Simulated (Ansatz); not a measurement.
# LiH (Fm-3m) in Ansatz: settings compared

The runs below take LiH through band structure, single point, equation of state, with PBEsol, r2SCAN, LDA.

Everything below comes from runs of Ansatz 0.2.0. Logs are shortened: lines on timing, memory, paths and dates and some standing lists are left out, and cuts for length are marked.

## Step 1: The structure

The structure is cubic, space group Fm-3m (No. 225). Conventional cell: a = 4.074 Å, b = 4.074 Å, c = 4.074 Å, α = 90.00°, β = 90.00°, γ = 90.00°. Li (site symmetry m-3m) has 6 H at 2.04 Å as nearest neighbours. H (site symmetry m-3m) is surrounded by 6 Li at 2.04 Å.

## Step 2: Band structure, PBEsol

input.yaml reads:

```yaml
crystal:
  lattice:
    - [0.0, 2.03675, 2.03675]
    - [2.03675, 0.0, 2.03675]
    - [2.03675, 2.03675, 0.0]
  atoms:
    - { symbol: Li, position: [0.0, 0.0, 0.0] }
    - { symbol: H, position: [0.5, 0.5, 0.5] }
hamiltonian:
  xc: pbesol
  pseudopotentials: { kind: paw }
kpoints:
  mp_grid: { grid: [11, 11, 11] }
  band_path:
    path:
      - [[0.0, 0.0, 0.0], [0.5, 0.0, 0.5], [0.5, 0.25, 0.75], [0.375, 0.375, 0.75], [0.0, 0.0, 0.0], [0.5, 0.5, 0.5], [0.625, 0.25, 0.625], [0.5, 0.25, 0.75], [0.5, 0.5, 0.5], [0.375, 0.375, 0.75]]
      - [[0.625, 0.25, 0.625], [0.5, 0.0, 0.5]]
    npoints: 14
scf:
  occupations: { method: fermi_dirac, width: 0.05 }
  n_extra_bands: 6
output:
  forces: true
  stress: true
  eigenvalues: true
  fatbands: false
  write_density: true
  write_potential: true
  elf: true
  volumetric_format: npy
```

Potentials or basis: Ansatz PAW.

Run with:

```sh
$ ansatz run input.yaml --threads 2 --pin off --max-ram 5632MiB --backend cpu --events-out ev --progress --plain --runs-dir out
```

Standard output:

```text
Warning: RAYON_NUM_THREADS=2 ignored (pool sized by the plan → 2); use --threads N
scf.n_extra_bands = 6 over 2 filled bands (N_el = 4.0): the run solves 8 bands
Engine: ansatz 0.2.0, x86_64-unknown-linux-gnu
Pseudopotentials: kind: paw
Pseudopotential: Li, paw, valence charge 3, recommended cutoff 420 eV (normal), Li.paw.azcp
Pseudopotential: H, paw, valence charge 1, recommended cutoff 420 eV (normal), H.paw.azcp
Functional definition: PBEsol
  exchange = pbesol_x
  correlation = pbesol_c
Crystal: 2 atoms, lattice volume = 16.898 Å³
Basis set: ecut = 420 eV, 331 PW (Γ), exchange–correlation on 40×40×40 points (8 copies of the dense FFT grid, shifted against one another)
Bands: 8, of which v1, the nominal top of the filled ones, is band 2 counted from 1 (1 counted from 0)
Symmetry: 48 space group operations
Space group: Fm-3m (ITA 225), of the structure as read, at distance tolerance 2.6e-5 Å
k-points: 56 of 1331
Non-local potential: Li, projectors of the file, l = 0: 3, l = 1: 2, l = 2: 1
Non-local potential: H, projectors of the file, l = 0: 2, l = 1: 1
PAW form: soft (Blöchl's): semilocal exchange-correlation on the pseudo side does not see the compensation charge
PAW one-centre angular grid: Li, 110 points (default); XC on 64 Gauss nodes
PAW one-centre angular grid: H, 110 points (default); XC on 64 Gauss nodes
Initial density: superposition of atomic densities (neutral atoms: chi_scale 0, normalization atom), corrected by the library's trained network
Initial wavefunctions: pseudopotential atomic-orbital guess
Functional: x = pbesol(κ = 0.804, μ = 0.12345679012345678), c = pbesol(β = 0.046)
SCF iter   1: F=—  HF=-219.497609 eV  |F-HF|=—  |Δ(HF+E_count)|=         —  Δρ=7.39e-3  dr2=6.43e-3  ethr=1.77e-3  ⟨swp⟩=4.6  Hψ=2954  notcnv=0  defer=10
preconditioner: auto → none  [insulator: Δε(μ)=2.887 eV  Ē_g=17.292 eV  σ=0.050 eV  W_gap=1.00  n_scr=0 (ndim 8)  ℏωp=12.8 eV  f_vac=0.000  D(μ)=0.00/eV (n_scr^D=0)  ε∞_Penn≈1.5]
SCF iter   2: F=—  HF=-219.494982 eV  |F-HF|=—  |Δ(HF+E_count)|=   2.63e-3  Δρ=2.83e-3  dr2=9.17e-4  ethr=1.61e-4  ⟨swp⟩=1.1  Hψ=899  notcnv=0  defer=41
SCF iter   3: F=—  HF=-219.494581 eV  |F-HF|=—  |Δ(HF+E_count)|=   4.01e-4  Δρ=2.39e-4  dr2=8.37e-6  ethr=2.29e-5  ⟨swp⟩=1.9  Hψ=408  notcnv=0  defer=41
SCF iter   4: F=—  HF=-219.494577 eV  |F-HF|=—  |Δ(HF+E_count)|=   3.48e-6  Δρ=1.35e-4  dr2=2.52e-6  ethr=2.09e-7  ⟨swp⟩=1.9  Hψ=408  notcnv=0  defer=41
SCF iter   5: F=—  HF=-219.494576 eV  |F-HF|=—  |Δ(HF+E_count)|=   8.15e-7  Δρ=4.40e-5  dr2=2.65e-7  ethr=6.30e-8  ⟨swp⟩=1.0  Hψ=360  notcnv=0  defer=41
SCF iter   6: F=-219.494576 eV  HF=-219.494576 eV  |F-HF|=3.73e-9  |Δ(HF+E_count)|=   9.29e-8  Δρ=7.35e-6  dr2=7.45e-9  ethr=2.50e-9  ⟨swp⟩=8.4  Hψ=1840  notcnv=0
SCF 1 converged in 6 iterations: F = -219.494576 eV  dr2 = 7.45e-9
NSCF: frozen V_eff on 142 k-points
SCF converged after 6 iterations
Free energy (F): -219.494576 eV
Harris-Foulkes:  -219.494576 eV  (|F-HF|=3.73e-9)
Internal energy: -219.494576 eV  (E = F + TS)
E sigma→0 (E₀):  -219.494576 eV
Fermi energy:    1.995122 eV
--- Per-component energies (eV) ---
  E_band       = -89.868173
  E_kinetic    = 35.209143
  E_local      = -125.812819  (includes V_loc(G=0)·N_el)
  E_nonlocal   = -31.785570
  E_hartree    = 35.157613
  E_xc         = -19.610424
  E_vxc        = -25.501164  (∫ρ·V_xc dr)
  E_paw        = -20.058615  (= ΣΔE_a)
  E_vpaw       = -12.292076  (= ΣTr[D̂ρ^β])
  E_aug_tail   = -0.000988  (compensation charges beyond the density's cutoff)
  E_ewald      = -92.592916
  E_smearing   = -0.000000  (= −TS)
  E_closure    = -0.000000  (closes the sum)
  Σ components = -219.494576   (vs F -219.494576, Δ=0.00e0)
--- Forces (eV/Å), atoms counted from 1 ---
  atom   1  Li    -0.00000000     0.00000000    -0.00000000
  atom   2  H      0.00000000    -0.00000000     0.00000000
  max |Σ_I F_I| component: 9.41e-31 eV/Å
--- Stress (GPa, compression-positive) ---
       -2.304532       0.000000      -0.000000
       -0.000000      -2.304532      -0.000000
       -0.000000       0.000000      -2.304532
  P = ⅓ Tr σ = -2.3045 GPa (-23.045 kbar)
--- Band table (eV; the first three rows and the last of 56) ---
  k-point 0: bands = ["-43.2175", "-4.8196", "16.0300", "17.8313", "17.8313", "17.8313", "22.2879", "22.2879"]
  k-point 1: bands = ["-43.2142", "-4.6750", "14.8479", "16.9541", "17.5011", "17.5011", "21.7412", "22.9854"]
  k-point 2: bands = ["-43.2055", "-4.2494", "12.0379", "15.8073", "16.9268", "16.9268", "22.3716", "23.3149"]
  k-point 55: bands = ["-43.1640", "0.1937", "5.2397", "6.1350", "11.8607", "17.3758", "22.8698", "25.0596"]
```

Run time: 0.43 s. Hardware: 2 threads of Intel Xeon 6975P-C (Granite Rapids), shared host; peak memory 0.29 GiB.

What came out:

```yaml
Free_energy: -219.4946 eV
Pressure: -2.3 GPa
Band_gap_on_the_k_mesh: 2.97 eV, direct
Band_gap_along_the_path: 2.79 eV, direct
```

Levels at the corners of the path, in eV from the valence-band top:
```csv
point,band 1,band 2,band 3,band 4,band 5,band 6,band 7
Γ,-43.76,-5.37,15.48,17.29,17.29,17.29,21.74
X,-43.71,0.00,2.79,10.40,10.40,13.39,16.50
W,-43.71,-0.21,5.00,5.00,11.22,17.02,23.23
K,-43.71,-0.50,3.90,7.21,11.50,15.52,20.42
Γ,-43.76,-5.37,15.48,17.29,17.29,17.29,21.74
L,-43.72,-2.57,4.58,13.16,15.90,15.90,18.41
U,-43.71,-0.50,3.90,7.21,11.50,15.52,20.42
W,-43.71,-0.21,5.00,5.00,11.22,17.02,23.23
L,-43.72,-2.57,4.58,13.16,15.90,15.90,18.41
K,-43.71,-0.50,3.90,7.21,11.50,15.52,20.42
U,-43.71,-0.50,3.90,7.21,11.50,15.52,20.42
X,-43.71,0.00,2.79,10.40,10.40,13.39,16.50
```

Caveat: the k mesh misses the band edges, so the gap on the mesh is wider than the one along the path. PBEsol gaps usually lie below the measured ones, often by a third to a half.

## Step 3: Band structure, r2SCAN

input.yaml: that of step 2 with these lines changed.

```diff
@@ -9,3 +9,3 @@
 hamiltonian:
-  xc: pbesol
+  xc: r2scan
   pseudopotentials: { kind: paw }
```

Potentials or basis: Ansatz PAW.

Run with:

```sh
$ ansatz run input.yaml --threads 2 --pin off --max-ram 5632MiB --backend cpu --events-out ev --progress --plain --runs-dir out
```

It took 0.97 s on 2 threads of Intel Xeon 6975P-C (Granite Rapids), shared host; peak memory 0.3 GiB.

Results (log left out):

```
Free energy             : -222.0116 eV
Pressure                : -1.7 GPa
Band gap on the k mesh  : 3.85 eV, direct
Band gap along the path : 3.66 eV, direct
```

Levels at the corners of the path, in eV from the valence-band top:
```tsv
point	band 1	band 2	band 3	band 4	band 5
Γ	-45.63	-5.34	16.87	18.69	18.69
X	-45.59	0.00	3.66	11.48	11.48
W	-45.58	-0.19	5.96	5.96	12.30
K	-45.59	-0.45	4.81	8.17	12.64
Γ	-45.63	-5.34	16.87	18.69	18.69
L	-45.60	-2.47	5.41	14.49	17.52
U	-45.59	-0.45	4.81	8.17	12.64
W	-45.58	-0.19	5.96	5.96	12.30
L	-45.60	-2.47	5.41	14.49	17.52
K	-45.59	-0.45	4.81	8.17	12.64
U	-45.59	-0.45	4.81	8.17	12.64
X	-45.59	0.00	3.66	11.48	11.48
```

Caveat: the k mesh misses the band edges, so the gap on the mesh is wider than the one along the path; the PAW data sets were made with another functional, which shifts forces and pressure a little. r2SCAN opens gaps a little over a GGA but as a rule still falls short of measured ones.

## Step 4: Single point, LDA, 7.94 Å³/atom (volume scaled by 0.94)

input.yaml reads:

```yaml
crystal:
  lattice:
    - [0.0, 1.9951720069, 1.9951720069]
    - [1.9951720069, 0.0, 1.9951720069]
    - [1.9951720069, 1.9951720069, 0.0]
  atoms:
    - { symbol: Li, position: [0.0, 0.0, 0.0] }
    - { symbol: H, position: [0.5, 0.5, 0.5] }
hamiltonian:
  xc: lda
  pseudopotentials: { kind: paw }
kpoints:
  mp_grid: { grid: [11, 11, 11] }
scf:
  occupations: { method: fermi_dirac, width: 0.05 }
output:
  forces: true
  stress: true
  eigenvalues: true
```

Run with:

```sh
$ ansatz run input.yaml --threads 2 --pin off --max-ram 5632MiB --backend cpu --events-out ev --progress --plain --runs-dir out
```

Wall time 0.26 s (2 threads of Intel Xeon 6975P-C (Granite Rapids), shared host); peak memory 0.29 GiB.

It converged, with:

| Quantity | Value |
| --- | --- |
| Free energy | -218.2074 eV |
| Pressure | -2.3 GPa |
| Band gap on the k mesh | 2.80 eV, direct |

Caveat: odd divisions of the mesh miss points on the zone boundary, where band edges often lie, so the gap on the mesh can be too wide.

## Step 5: Single point, LDA, 8.11 Å³/atom (volume scaled by 0.96)

input.yaml: that of step 4 with these lines changed.

```diff
@@ -2,5 +2,5 @@
   lattice:
-    - [0.0, 1.9951720069, 1.9951720069]
-    - [1.9951720069, 0.0, 1.9951720069]
-    - [1.9951720069, 1.9951720069, 0.0]
+    - [0.0, 2.009222977, 2.009222977]
+    - [2.009222977, 0.0, 2.009222977]
+    - [2.009222977, 2.009222977, 0.0]
   atoms:
@@ -19 +19,5 @@
   eigenvalues: true
+  write_density: true
+  write_potential: true
+  elf: true
+  volumetric_format: npy
```

Run with:

```sh
$ ansatz run input.yaml --threads 2 --pin off --max-ram 5632MiB --backend cpu --events-out ev --progress --plain --runs-dir out
```

Run time: 0.3 s. Hardware: 2 threads of Intel Xeon 6975P-C (Granite Rapids), shared host; peak memory 0.29 GiB.

Results (log left out):

| Property | Result |
| --- | --- |
| Free energy | -218.2020 eV |
| Pressure | -2.9 GPa |
| Band gap on the k mesh | 2.82 eV, direct |

Caveat: odd divisions of the mesh miss points on the zone boundary, where band edges often lie, so the gap on the mesh can be too wide.

## Step 6: Single point, LDA, 8.28 Å³/atom (volume scaled by 0.98)

input.yaml reads:

```yaml
crystal:
  lattice:
    - [0.0, 2.023080125, 2.023080125]
    - [2.023080125, 0.0, 2.023080125]
    - [2.023080125, 2.023080125, 0.0]
  atoms:
    - { symbol: Li, position: [0.0, 0.0, 0.0] }
    - { symbol: H, position: [0.5, 0.5, 0.5] }
hamiltonian:
  xc: lda
  pseudopotentials: { kind: paw }
kpoints:
  mp_grid: { grid: [11, 11, 11] }
scf:
  occupations: { method: fermi_dirac, width: 0.05 }
output:
  forces: true
  stress: true
  eigenvalues: true
```

Potentials or basis: Ansatz PAW.

Run with:

```sh
$ ansatz run input.yaml --threads 2 --pin off --max-ram 5632MiB --backend cpu --events-out ev --progress --plain --runs-dir out
```

It took 0.25 s on 2 threads of Intel Xeon 6975P-C (Granite Rapids), shared host; peak memory 0.29 GiB.

It converged, with:

| Quantity | Value |
| --- | --- |
| Free energy | -218.1951 eV |
| Pressure | -3.5 GPa |
| Band gap on the k mesh | 2.83 eV, direct |

Caveat: odd divisions of the mesh miss points on the zone boundary, where band edges often lie, so the gap on the mesh can be too wide.

## Step 7: Single point, LDA, 8.45 Å³/atom

input.yaml: that of step 6 with these lines changed.

```diff
@@ -2,5 +2,5 @@
   lattice:
-    - [0.0, 2.023080125, 2.023080125]
-    - [2.023080125, 0.0, 2.023080125]
-    - [2.023080125, 2.023080125, 0.0]
+    - [0.0, 2.03675, 2.03675]
+    - [2.03675, 0.0, 2.03675]
+    - [2.03675, 2.03675, 0.0]
   atoms:
```

Run with:

```sh
$ ansatz run input.yaml --threads 2 --pin off --max-ram 5632MiB --backend cpu --events-out ev --progress --plain --runs-dir out
```

Wall time 0.24 s (2 threads of Intel Xeon 6975P-C (Granite Rapids), shared host); peak memory 0.29 GiB.

The run converged. Its results:

* Free energy: -218.1871 eV
* Pressure: -4.1 GPa
* Band gap on the k mesh: 2.85 eV, direct

Caveat: odd divisions of the mesh miss points on the zone boundary, where band edges often lie, so the gap on the mesh can be too wide.

## Step 8: Single point, LDA, 8.62 Å³/atom (volume scaled by 1.02)

input.yaml: that of step 7 with these lines changed.

```diff
@@ -2,5 +2,5 @@
   lattice:
-    - [0.0, 2.03675, 2.03675]
-    - [2.03675, 0.0, 2.03675]
-    - [2.03675, 2.03675, 0.0]
+    - [0.0, 2.0502388037, 2.0502388037]
+    - [2.0502388037, 0.0, 2.0502388037]
+    - [2.0502388037, 2.0502388037, 0.0]
   atoms:
```

Run with:

```sh
$ ansatz run input.yaml --threads 2 --pin off --max-ram 5632MiB --backend cpu --events-out ev --progress --plain --runs-dir out
```

Wall time 0.25 s (2 threads of Intel Xeon 6975P-C (Granite Rapids), shared host); peak memory 0.28 GiB.

The run converged. Its results:

| Property | Result |
| --- | --- |
| Free energy | -218.1779 eV |
| Pressure | -4.6 GPa |
| Band gap on the k mesh | 2.86 eV, direct |

Caveat: odd divisions of the mesh miss points on the zone boundary, where band edges often lie, so the gap on the mesh can be too wide.

## Step 9: Single point, LDA, 8.79 Å³/atom (volume scaled by 1.04)

input.yaml: that of step 8 with these lines changed.

```diff
@@ -2,5 +2,5 @@
   lattice:
-    - [0.0, 2.0502388037, 2.0502388037]
-    - [2.0502388037, 0.0, 2.0502388037]
-    - [2.0502388037, 2.0502388037, 0.0]
+    - [0.0, 2.0635524157, 2.0635524157]
+    - [2.0635524157, 0.0, 2.0635524157]
+    - [2.0635524157, 2.0635524157, 0.0]
   atoms:
```

Potentials or basis: Ansatz PAW.

Run with:

```sh
$ ansatz run input.yaml --threads 2 --pin off --max-ram 5632MiB --backend cpu --events-out ev --progress --plain --runs-dir out
```

Run time: 0.27 s. Hardware: 2 threads of Intel Xeon 6975P-C (Granite Rapids), shared host; peak memory 0.29 GiB.

Results (log left out):

* Free energy: -218.1678 eV
* Pressure: -5.0 GPa
* Band gap on the k mesh: 2.87 eV, direct

Caveat: odd divisions of the mesh miss points on the zone boundary, where band edges often lie, so the gap on the mesh can be too wide.

## Step 10: Single point, LDA, 8.96 Å³/atom (volume scaled by 1.06)

input.yaml: that of step 9 with these lines changed.

```diff
@@ -2,5 +2,5 @@
   lattice:
-    - [0.0, 2.0635524157, 2.0635524157]
-    - [2.0635524157, 0.0, 2.0635524157]
-    - [2.0635524157, 2.0635524157, 0.0]
+    - [0.0, 2.0766964161, 2.0766964161]
+    - [2.0766964161, 0.0, 2.0766964161]
+    - [2.0766964161, 2.0766964161, 0.0]
   atoms:
```

Run with:

```sh
$ ansatz run input.yaml --threads 2 --pin off --max-ram 5632MiB --backend cpu --events-out ev --progress --plain --runs-dir out
```

Wall time 0.25 s (2 threads of Intel Xeon 6975P-C (Granite Rapids), shared host); peak memory 0.29 GiB.

Results (log left out):

- Free energy: -218.1567 eV
- Pressure: -5.5 GPa
- Band gap on the k mesh: 2.88 eV, direct

Caveat: odd divisions of the mesh miss points on the zone boundary, where band edges often lie, so the gap on the mesh can be too wide.

## Step 11: Equation of state, LDA

Potentials or basis: Ansatz PAW.

This step only gathers the single runs of the series.

Results:

```
Equilibrium volume : 7.47 Å³/atom (rough: see the caveat)
Bulk modulus       : 41 GPa (rough)
```

Energy against volume, from the lowest point:
| volume (Å³/atom) | energy (meV/atom) |
| --- | --- |
| 7.942 | 0.00 |
| 8.111 | 2.74 |
| 8.280 | 6.15 |
| 8.449 | 10.18 |
| 8.618 | 14.75 |
| 8.787 | 19.84 |
| 8.956 | 25.37 |

Caveat: the minimum lies outside the volumes run.

## Step 12: Overview

| task | level | cutoff (eV) | points for each segment of the path | gap on the mesh (eV) | pressure (GPa) |
| --- | --- | --- | --- | --- | --- |
| band structure | PBEsol | 420 | 14 | 2.97 | -2.3 |
| band structure | r2SCAN | 500 | 14 | 3.85 | -1.7 |
| equation of state | LDA | 420 | - | - | - |

Alike in all rows: potentials or basis Ansatz PAW; no spin polarisation; cell as given; k mesh 11 × 11 × 11; smearing fermi-dirac 0.05 eV.

Caveats: the k mesh misses the band edges, so the gap on the mesh is wider than the one along the path (some runs); the PAW data sets were made with another functional, which shifts forces and pressure a little (some runs); the minimum lies outside the volumes run (some runs).

Absolute energies hang on the potentials; compare differences alone.
